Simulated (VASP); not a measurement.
# TiC (Fm-3m) in VASP: a series of runs

Aim: see how the results for TiC move with the level of theory and the settings. Levels: PBE+D3(BJ), r2SCAN, PBEsol, RPBE. Tasks: relaxation of cell and atoms, single point.

Program: VASP 6.6.1. These are calculated values, not measurements. Logs are shortened: lines on timing, memory, paths and dates and some standing lists are left out, and cuts for length are marked.

## (1) The structure

It takes space group Fm-3m (No. 225, cubic). Conventional cell: a = 4.331 Å, b = 4.331 Å, c = 4.331 Å, α = 90.00°, β = 90.00°, γ = 90.00°. Ti (site symmetry m-3m) has 6 C at 2.17 Å as nearest neighbours. C (site symmetry m-3m) is surrounded by 6 Ti at 2.17 Å.

The cell is a database's computed one.

## (2) Relaxation of cell and atoms, PBE+D3(BJ)

File INCAR:

```
  PREC = Accurate
  ENCUT = 600
  EDIFF = 1E-6
  ISMEAR = -1
  SIGMA = 0.05
  LREAL = False
  LASPH = True
  NELM = 100
  ALGO = Normal
  ISIF = 3
  LWAVE = False
  LCHARG = False
  GGA = PE
  IVDW = 12
  IBRION = 2
  NSW = 60
  EDIFFG = -0.005
```

File KPOINTS:

```
regular mesh
0
Gamma
  10 10 10
```

File POSCAR:

```
TiC
1.0
    0.0000000000      2.1657188437      2.1657188437
    2.1657188437      0.0000000000      2.1657188437
    2.1657188437      2.1657188437      0.0000000000
Ti C
1 1
Direct
    0.0000000000      0.0000000000      0.0000000000
    0.5000000000      0.5000000000      0.5000000000
```

Potentials or basis: VASP PAW PBE potentials, release 64 (Ti_sv, C).

Run with:

```bash
cat potpaw_PBE.64/Ti_sv/POTCAR potpaw_PBE.64/C/POTCAR > POTCAR
mpirun -np 1 vasp_std > vasp.out
```

OUTCAR:

```text
PREC = Accurate
   ENCUT = 600
   EDIFF = 1E-6
   ISMEAR = -1
   LREAL = False
   LASPH = True
   NELM = 100
   ISIF = 3
   GGA = PE
   IVDW = 12
   IBRION = 2
   NSW = 60
   EDIFFG = -0.005
 IVDW          = 12

 ion  position               nearest neighbor table
   1  0.000  0.000  0.000-   2 2.17   2 2.17   2 2.17   2 2.17   2 2.17   2 2.17
   2  0.500  0.500  0.500-   1 2.17   1 2.17   1 2.17   1 2.17   1 2.17   1 2.17

  LATTYP: Found a face centered cubic cell.
 ALAT       =     4.3314376874

  Lattice vectors:

 A1 = (   0.0000000000,   2.1657188437,   2.1657188437)
 A2 = (   2.1657188437,   0.0000000000,   2.1657188437)
 A3 = (   2.1657188437,   2.1657188437,   0.0000000000)

Analysis of symmetry for initial positions (statically):
=====================================================================
 Subroutine PRICEL returns:
 Original cell was already a primitive cell.

 Routine SETGRP: Setting up the symmetry group for a
 face centered cubic supercell.

 Subroutine GETGRP returns: Found 48 space group operations
 (whereof 48 operations were pure point group operations)
 out of a pool of 48 trial point group operations.

The static configuration has the point symmetry O_h .

Analysis of symmetry for dynamics (positions and initial velocities):
=====================================================================
 Subroutine PRICEL returns:
 Original cell was already a primitive cell.

 Routine SETGRP: Setting up the symmetry group for a
 face centered cubic supercell.

 Subroutine GETGRP returns: Found 48 space group operations
 (whereof 48 operations were pure point group operations)
 out of a pool of 48 trial point group operations.

The dynamic configuration has the point symmetry O_h .

 Subroutine INISYM returns: Found 48 space group operations
 (whereof 48 operations are pure point group operations),
 and found     1 'primitive' translations

----------------------------------------------------------------------------------------

                                     Primitive cell

  volume of cell :      20.3159

  direct lattice vectors                    reciprocal lattice vectors
     0.000000000  2.165718844  2.165718844    -0.230870227  0.230870227  0.230870227
     2.165718844  0.000000000  2.165718844     0.230870227 -0.230870227  0.230870227
     2.165718844  2.165718844  0.000000000     0.230870227  0.230870227 -0.230870227

  length of vectors
     3.062788961  3.062788961  3.062788961     0.399878962  0.399878962  0.399878962

  position of ions in fractional coordinates (direct lattice)
     0.000000000  0.000000000  0.000000000
     0.500000000  0.500000000  0.500000000

  ion indices of the primitive-cell ions
   primitive index   ion index
                 1           1
                 2           2

----------------------------------------------------------------------------------------

 KPOINTS: regular mesh

Automatic generation of k-mesh.
 Grid dimensions read from file:
 generate k-points for:   10   10   10

 Generating k-lattice:

  Cartesian coordinates                     Fractional coordinates (reciprocal lattice)
    -0.023087023  0.023087023  0.023087023     0.100000000  0.000000000  0.000000000
     0.023087023 -0.023087023  0.023087023     0.000000000  0.100000000  0.000000000
     0.023087023  0.023087023 -0.023087023     0.000000000  0.000000000  0.100000000

  Length of vectors
     0.039987896  0.039987896  0.039987896

  Shift w.r.t. Gamma in fractional coordinates (k-lattice)
     0.000000000  0.000000000  0.000000000

 Subroutine IBZKPT returns following result:
 ===========================================

 Found     47 irreducible k-points:

 Following reciprocal coordinates:
            Coordinates               Weight
  0.000000  0.000000  0.000000      1.000000
  0.100000  0.000000  0.000000      8.000000
  0.200000  0.000000  0.000000      8.000000
  0.300000  0.000000  0.000000      8.000000
  0.400000  0.000000  0.000000      8.000000
  0.500000  0.000000  0.000000      4.000000
[... 16 lines left out ...]
  0.300000  0.300000  0.000000      6.000000
  0.400000  0.300000  0.000000     24.000000
 [... further k-points ...]
   k-points           NKPTS =     47   k-points in BZ     NKDIM =     47   number of bands    NBANDS=     12
   number of dos      NEDOS =    301   number of ions     NIONS =      2
   total plane-waves  NPLWV =  13824
   dimension x,y,z NGX =    24 NGY =   24 NGZ =   24
   dimension x,y,z NGXF=    48 NGYF=   48 NGZF=   48
   ions per type =               1   1
   NGX,Y,Z   is equivalent  to a cutoff of  13.03, 13.03, 13.03 a.u.
   NGXF,Y,Z  is equivalent  to a cutoff of  26.05, 26.05, 26.05 a.u.
 SYSTEM =  unknown system
   PREC   = accura    normal or accurate (medium, high low for compatibility)
   ISTART =      0    job   : 0-new  1-cont  2-samecut
   ICHARG =      2    charge: 1-file 2-atom 10-const
   ISPIN  =      1    spin polarized calculation?
   LNONCOLLINEAR =      F non collinear calculations
   LSORBIT =      F    spin-orbit coupling
   LASPH  =      T    aspherical Exc in radial PAW
   ENCUT  =  600.0 eV  44.10 Ry    6.64 a.u.   6.12  6.12  6.12*2*pi/ulx,y,z
   NELM   =    100;   NELMIN=  2; NELMDL= -5     # of ELM steps
   EDIFF  = 0.1E-05   stopping-criterion for ELM
   LREAL  =      F    real-space projection
   EDIFFG = -.5E-02   stopping-criterion for IOM
   NSW    =     60    number of steps for IOM
   IBRION =      2    ionic relax: 0-MD 1-quasi-New 2-CG
   NFREE  =      1    steps in history (QN), initial steepest desc. (CG)
   ISIF   =      3    stress and relaxation
   ISYM   =      2    0-nonsym 1-usesym 2-fastsym
   POTIM  = 0.5000    time-step for ionic-motion
   TEBEG  =    0.0;   TEEND  =   0.0 temperature during run
   PSTRESS=    0.0 pullay stress
   NELECT =      16.0000    total number of electrons
   NUPDOWN=      -1.0000    fix difference up-down
   EMIN   =  10.00;   EMAX   =-10.00  energy-range for DOS
   EFERMI =   0.00;   METHOD = LEGACY
   ISMEAR =    -1;   SIGMA  =   0.05  broadening in eV -4-tet -1-fermi 0-gaus
   EFERMI_NEDOS =   21; number of points for ismear=-14 and -15
   IALGO  =     38    algorithm
   IMIX   =      4    mixing-type and parameters
     AMIX     =   0.40;   BMIX     =  1.00
     AMIX_MAG =   1.60;   BMIX_MAG =  1.00
  volume/ion in A,a.u.               =      10.16        68.55
  Fermi-wavevector in a.u.,A,eV,Ry     =   1.511829  2.856943 31.097854  2.285628
  Thomas-Fermi vector in A             =   2.621834
   LORBIT       =      0    0 simple, 1 ext, 2 COOP (PROOUT), +10 PAW based schemes
   GGA     = PE    functional components
   LHFCALC =     F    Hartree Fock is set to
   AEXX    =    0.0000 exact exchange contribution
   IVDW    =    12    specifies the selected vdW correction
   LEPSILON=     F    determine dielectric tensor
   LRPA    =     F    only Hartree local field effects (RPA)
 conjugate gradient relaxation of ions
 non-spin polarized calculation
  energy-cutoff  :      600.00
  volume of cell :       20.32
 maximum number of plane-waves:       700
   NGX = 13   NGY = 13   NGZ = 13

--------------------------------------- Ionic step        1  -------------------------------------------

 number of electron      16.0000000 magnetization

 Free energy of the ion-electron system (eV)
  ---------------------------------------------------
  ext. energy  EPLUGINS =         0.00000000
  ---------------------------------------------------
  free energy    TOTEN  =       -18.71019743 eV

  energy without entropy =      -18.70778640  energy(sigma->0) =      -18.70899192

------------------------ aborting loop because EDIFF is reached ----------------------------------------

 Edisp (eV)   -0.89084

 E8    (eV) :    -0.3826

  FORCE on cell =-STRESS in cart. coord.  units (eV):
  Direction    XX          YY          ZZ          XY          YZ          ZX
  --------------------------------------------------------------------------------------
  -------------------------------------------------------------------------------------
  Total      -0.87572    -0.87572    -0.87572     0.00000     0.00000     0.00000
  in kB     -69.06223   -69.06223   -69.06223     0.00000     0.00000     0.00000
  external pressure =      -69.06 kB  Pullay stress =        0.00 kB
[... 21 lines left out ...]
  energy  without entropy=      -19.5986255724  energy(sigma->0) =      -19.59983109

--------------------------------------- Ionic step        2  -------------------------------------------

 number of electron      16.0000002 magnetization

 E-fermi :  10.2319     XC(G=0): -13.0329

 val. band max:       10.2067824178   @ k =   0.1000   0.0000   0.0000
 cond. band min:      10.3213118872   @ k =   0.1000   0.1000   0.0000
 fundamental gap:      0.1145294694
 Fermi energy:        10.2318849400

 k-point     1 :       0.0000    0.0000    0.0000
  band No.  band energies     occupation
      1     -46.2229      2.00000
      2     -22.2090      2.00000
      3     -22.2090      2.00000
      4     -22.2090      2.00000
      5      -2.5105      2.00000
      6      10.8959      0.00000
      7      10.8959      0.00000
      8      10.8959      0.00000
      9      11.9448      0.00000
     10      11.9448      0.00000
     11      11.9448      0.00000
     12      12.0331      0.00000
[... 382 lines left out ...]
  energy  without entropy=      -19.5887462367  energy(sigma->0) =      -19.58998266

--------------------------------------- Ionic step        3  -------------------------------------------

 number of electron      16.0000003 magnetization

 Free energy of the ion-electron system (eV)
  ---------------------------------------------------
  ext. energy  EPLUGINS =         0.00000000
  ---------------------------------------------------
  free energy    TOTEN  =       -18.69669104 eV

  energy without entropy =      -18.69425809  energy(sigma->0) =      -18.69547457

 E-fermi :   9.7846     XC(G=0): -12.8402

 val. band max:        9.7700793531   @ k =   0.1000   0.0000   0.0000
 cond. band min:       9.8815745966   @ k =   0.1000   0.1000   0.0000
 fundamental gap:      0.1114952436
 Fermi energy:         9.7845906419

 k-point     1 :       0.0000    0.0000    0.0000
  band No.  band energies     occupation
      1     -46.7748      2.00000
      2     -22.7839      2.00000
      3     -22.7839      2.00000
      4     -22.7839      2.00000
      5      -2.7870      2.00000
      6      10.4392      0.00000
      7      10.4392      0.00000
      8      10.4392      0.00000
      9      11.4510      0.00000
     10      11.4510      0.00000
     11      11.4510      0.00000
     12      11.5075      0.00000
[... 378 lines left out ...]
  FREE ENERGIE OF THE ION-ELECTRON SYSTEM (eV)
  ---------------------------------------------------
  free  energy   TOTEN  =       -19.6132391686 eV

  energy  without entropy=      -19.6108062163  energy(sigma->0) =      -19.61202269

 reached required accuracy - stopping structural energy minimisation
```

Run time: 28 s. Hardware: 1 thread of AMD EPYC 7R43 (Zen 3), shared host; peak memory 0.13 GiB.

What came out:

* Free energy: -19.6132 eV
* Relaxed volume: 9.88 Å³/atom
* Relaxed cell: a = 3.035 Å, b = 3.035 Å, c = 3.035 Å, α = 60.00°, β = 60.00°, γ = 60.00°
* Space group after relaxing (to 0.05 Å): Fm-3m (No. 225)
* Energy gained by relaxing: 6.1 meV/atom
* Ionic steps: 3
* Pressure after relaxing: 0.0 GPa
* Band gap on the k mesh: none (metal or under the smearing width)
* Dispersion energy per atom: -0.458 eV

The path:
| step | energy change (eV) | largest force (eV/Å) | pressure (GPa) | volume (Å³) |
| --- | --- | --- | --- | --- |
| 1 | 0.0000 | 0.0000 | -6.91 | 20.32 |
| 2 | 0.0098 | 0.0000 | 10.27 | 19.06 |
| 3 | -0.0122 | 0.0000 | -0.03 | 19.77 |

Final structure:
```cif
data_structure
_symmetry_space_group_name_H-M 'P 1'
_symmetry_Int_Tables_number 1
_cell_length_a 3.0350
_cell_length_b 3.0350
_cell_length_c 3.0350
_cell_angle_alpha 60.000
_cell_angle_beta 60.000
_cell_angle_gamma 60.000
_cell_volume 19.77
loop_
_atom_site_label
_atom_site_type_symbol
_atom_site_fract_x
_atom_site_fract_y
_atom_site_fract_z
_atom_site_occupancy
Ti1 Ti 0.00000 0.00000 0.00000 1
C1 C 0.50000 0.50000 0.50000 1
```

Caveat: pairwise dispersion overbinds metals, which lowers pressure and volume.

## (3) Relaxation of cell and atoms, r2SCAN

File INCAR:

```
SYSTEM = TiC
PREC = Accurate
ENCUT = 600
EDIFF = 1E-6
ISMEAR = -1
SIGMA = 0.05
LREAL = .False.
LASPH = .True.
NELM = 80
ALGO = Normal
ISIF = 3
LWAVE = .False.
LCHARG = .False.
METAGGA = R2SCAN
LMIXTAU = .True.
IBRION = 2
NSW = 40
EDIFFG = -0.02
```

File KPOINTS:

```
Automatic mesh
0
Gamma
  10 10 10
  0 0 0
```

POSCAR is that of step 2.

Potentials or basis: VASP PAW PBE potentials, release 64 (Ti_sv, C).

Run with:

```bash
cat potpaw_PBE.64/Ti_sv/POTCAR potpaw_PBE.64/C/POTCAR > POTCAR
mpirun -np 1 vasp_std > vasp.out
```

OUTCAR:

```text
SYSTEM = TiC
   PREC = Accurate
   ENCUT = 600
   EDIFF = 1E-6
   ISMEAR = -1
   LREAL = .False.
   LASPH = .True.
   NELM = 80
   ISIF = 3
   METAGGA = R2SCAN
   IBRION = 2
   NSW = 40
   EDIFFG = -0.02

 ion  position               nearest neighbor table
   1  0.000  0.000  0.000-   2 2.17   2 2.17   2 2.17   2 2.17   2 2.17   2 2.17
   2  0.500  0.500  0.500-   1 2.17   1 2.17   1 2.17   1 2.17   1 2.17   1 2.17

  LATTYP: Found a face centered cubic cell.
 ALAT       =     4.3314376874

  Lattice vectors:

 A1 = (   0.0000000000,   2.1657188437,   2.1657188437)
 A2 = (   2.1657188437,   0.0000000000,   2.1657188437)
 A3 = (   2.1657188437,   2.1657188437,   0.0000000000)

Analysis of symmetry for initial positions (statically):
=====================================================================
 Subroutine PRICEL returns:
 Original cell was already a primitive cell.

 Routine SETGRP: Setting up the symmetry group for a
 face centered cubic supercell.

 Subroutine GETGRP returns: Found 48 space group operations
 (whereof 48 operations were pure point group operations)
 out of a pool of 48 trial point group operations.

The static configuration has the point symmetry O_h .

Analysis of symmetry for dynamics (positions and initial velocities):
=====================================================================
 Subroutine PRICEL returns:
 Original cell was already a primitive cell.

 Routine SETGRP: Setting up the symmetry group for a
 face centered cubic supercell.

 Subroutine GETGRP returns: Found 48 space group operations
 (whereof 48 operations were pure point group operations)
 out of a pool of 48 trial point group operations.

The dynamic configuration has the point symmetry O_h .

 Subroutine INISYM returns: Found 48 space group operations
 (whereof 48 operations are pure point group operations),
 and found     1 'primitive' translations

----------------------------------------------------------------------------------------

                                     Primitive cell

  volume of cell :      20.3159
[... 115 lines left out ...]
   LHFCALC =     F    Hartree Fock is set to
   AEXX    =    0.0000 exact exchange contribution
   IVDW    =     0    specifies the selected vdW correction
   LEPSILON=     F    determine dielectric tensor
   LRPA    =     F    only Hartree local field effects (RPA)
 conjugate gradient relaxation of ions
 non-spin polarized calculation
  energy-cutoff  :      600.00
  volume of cell :       20.32
 maximum number of plane-waves:       700
   NGX = 13   NGY = 13   NGZ = 13

 number of electron      16.0000000 magnetization

 Free energy of the ion-electron system (eV)
  ---------------------------------------------------
  ext. energy  EPLUGINS =         0.00000000
  ---------------------------------------------------
  free energy    TOTEN  =       -24.87117288 eV

  energy without entropy =      -24.86941994  energy(sigma->0) =      -24.87029641

 E-fermi :   9.5095     XC(G=0): -13.5887

 val. band max:        9.4807186271   @ k =   0.1000   0.0000   0.0000
 cond. band min:       9.6841471363   @ k =   0.1000   0.1000   0.0000
 fundamental gap:      0.2034285092
 Fermi energy:         9.5095462429

 k-point     1 :       0.0000    0.0000    0.0000
  band No.  band energies     occupation
      1     -49.4896      2.00000
      2     -24.4681      2.00000
      3     -24.4681      2.00000
      4     -24.4681      2.00000
      5      -3.7166      2.00000
      6      10.3529      0.00000
      7      10.3529      0.00000
      8      10.3529      0.00000
      9      11.1547      0.00000
     10      11.1547      0.00000
     11      11.1547      0.00000
     12      11.2059      0.00000
[... 331 lines left out ...]
 k-point    24 :       0.4000    0.3000    0.0000
  band No.  band energies     occupation
      1     -49.4092      2.00000
      2     -24.8340      2.00000
      3     -24.6138      2.00000
      4     -24.5986      2.00000
      5      -1.4910      2.00000
      6       5.2903      2.00000
      7       7.6743      2.00000
      8       8.6175      2.00000
      9       9.7491      0.01646
     10      12.4388      0.00000
     11      13.5745      0.00000
     12      13.7837      0.00000

 [... further k-points ...]
[... 5 lines left out ...]
  --------------------------------------------------------------------------------------
  -------------------------------------------------------------------------------------
  Total        0.0248276      0.0248276      0.0248276      0.0000000      0.0000000     -0.0000000
  in kB        1.9579806      1.9579806      1.9579806      0.0000000      0.0000000     -0.0000000
  external PRESSURE =       1.9579806 kB  Pullay stress =       0.0000000 kB

 VOLUME and BASIS-vectors are now :
 -----------------------------------------------------------------------------
  energy-cutoff  :      600.00
  volume of cell :       20.32
      direct lattice vectors                 reciprocal lattice vectors
     0.000000000  2.165718844  2.165718844    -0.230870227  0.230870227  0.230870227
     2.165718844  0.000000000  2.165718844     0.230870227 -0.230870227  0.230870227
     2.165718844  2.165718844  0.000000000     0.230870227  0.230870227 -0.230870227

 POSITION                                       TOTAL-FORCE (eV/Angst)
 -----------------------------------------------------------------------------------
      0.00000      0.00000      0.00000         0.000000      0.000000      0.000000
      2.16572      2.16572      2.16572         0.000000      0.000000      0.000000
 -----------------------------------------------------------------------------------
    total drift:                                0.000000     -0.000000     -0.000000

  FREE ENERGIE OF THE ION-ELECTRON SYSTEM (eV)
  ---------------------------------------------------
  free  energy   TOTEN  =       -24.8711728767 eV

  energy  without entropy=      -24.8694199407  energy(sigma->0) =      -24.87029641

 reached required accuracy - stopping structural energy minimisation
```

It took 40 s on 1 thread of Intel Xeon Platinum 8488C (Sapphire Rapids), shared host; peak memory 0.15 GiB.

What came out:

* Free energy: -24.8712 eV
* Pressure after relaxing: 0.2 GPa
* Band gap on the k mesh: none (metal or under the smearing width)

Final structure:
```cif
data_structure
_symmetry_space_group_name_H-M 'P 1'
_symmetry_Int_Tables_number 1
_cell_length_a 3.0628
_cell_length_b 3.0628
_cell_length_c 3.0628
_cell_angle_alpha 60.000
_cell_angle_beta 60.000
_cell_angle_gamma 60.000
_cell_volume 20.32
loop_
_atom_site_label
_atom_site_type_symbol
_atom_site_fract_x
_atom_site_fract_y
_atom_site_fract_z
_atom_site_occupancy
Ti1 Ti 0.00000 0.00000 0.00000 1
C1 C 0.50000 0.50000 0.50000 1
```

Caveat: the relaxation stopped at its first step, so nothing moved; the PAW data sets were made with another functional, which shifts forces and pressure a little.

(Part 1 of 2 ends here.)
